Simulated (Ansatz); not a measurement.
# Which of these structures of MnSb lies lowest?

Theory: DFT, PBE, all-electron LAPW, scalar-relativistic (Ansatz 0.2.0).

Each cell is taken as listed (from a database or a relaxation; residual pressures are under 0.6 GPa and forces under 0.08 eV/Å), on meshes of about 0.2 Å⁻¹ spacing; energies are extrapolated to zero smearing, with no zero-point or thermal terms. Other structures, the observed one among them, may be missing from this set and lie lower. All runs are spin-polarised from parallel starts; other orders weren't tried.

Spin–orbit coupling is left out, though it moves levels of the heavy atoms by tenths of an eV or more.

Order the structures by energy per atom, lowest first, and give the differences.
A.
```cif
data_structure
_symmetry_space_group_name_H-M 'Fm-3m'
_symmetry_Int_Tables_number 225
_cell_length_a 5.5716
_cell_length_b 5.5716
_cell_length_c 5.5716
_cell_angle_alpha 90.000
_cell_angle_beta 90.000
_cell_angle_gamma 90.000
_cell_volume 172.96
loop_
_atom_site_label
_atom_site_type_symbol
_atom_site_symmetry_multiplicity
_atom_site_Wyckoff_symbol
_atom_site_fract_x
_atom_site_fract_y
_atom_site_fract_z
_atom_site_occupancy
Mn1 Mn 4 a 0.00000 0.00000 0.00000 1
Sb1 Sb 4 b 0.50000 0.00000 0.00000 1
```
(rocksalt type, relaxed by us; 11×11×11 mesh on the primitive cell, smearing 0.03 eV, P = 0.1 GPa, final moment 1.89 μB/atom)
B.
```cif
data_structure
_symmetry_space_group_name_H-M 'F-43m'
_symmetry_Int_Tables_number 216
_cell_length_a 6.1802
_cell_length_b 6.1802
_cell_length_c 6.1802
_cell_angle_alpha 90.000
_cell_angle_beta 90.000
_cell_angle_gamma 90.000
_cell_volume 236.05
loop_
_atom_site_label
_atom_site_type_symbol
_atom_site_symmetry_multiplicity
_atom_site_Wyckoff_symbol
_atom_site_fract_x
_atom_site_fract_y
_atom_site_fract_z
_atom_site_occupancy
Mn1 Mn 4 a 0.00000 0.00000 0.00000 1
Sb1 Sb 4 d 0.25000 0.25000 0.75000 1
```
(zincblende type, relaxed by us; 10×10×10 mesh on the primitive cell, smearing 0.03 eV, P = 0.0 GPa, final moment 2.00 μB/atom)

A (0 meV/atom), B (284 meV/atom).
